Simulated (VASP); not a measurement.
The system is Si.

```
Si
1.0
     0.00000    2.72185    2.72185
     2.72185    0.00000    2.72185
     2.72185    2.72185    0.00000
Si
2
Direct
  0.50000 0.50000 0.50000
  0.75000 0.75000 0.75000
```

| Quantity | Value |
| --- | --- |
| Program | VASP 6.6.1 |
| Task | relaxation of cell and atoms |
| Functional | PBEsol |
| Dispersion | D3(BJ) |
| Potentials or basis | VASP PAW PBE potentials, release 64 (Si) |
| Cutoff | 600 eV |
| k mesh | 8 × 8 × 8 |
| Occupations | fermi-dirac, width 0.05 eV |
| Spin | no spin polarisation |

At the start: pressure -2.3 GPa; volume 20.16 Å³/atom.

Task: How do energy, volume and symmetry change on relaxing?

Result: Over 3 steps the energy falls by 3.7 meV/atom and the volume is 19.66 Å³/atom (-2.5 %); space group Fd-3m (No. 227, to 0.05 Å).

The path:
```csv
step,energy change (eV),largest force (eV/Å),pressure (GPa),volume (Å³)
1,0.0000,0.0000,-2.29,40.33
2,-0.0041,0.0000,1.67,38.67
3,-0.0074,0.0000,0.00,39.32
```

Final structure:
```
Si
1.0
     0.00000    2.69897    2.69897
     2.69897    0.00000    2.69897
     2.69897    2.69897    0.00000
Si
2
Direct
  0.50000 0.50000 0.50000
  0.75000 0.75000 0.75000
```

Caveat: the PAW data sets were made with another functional, which shifts forces and pressure a little.
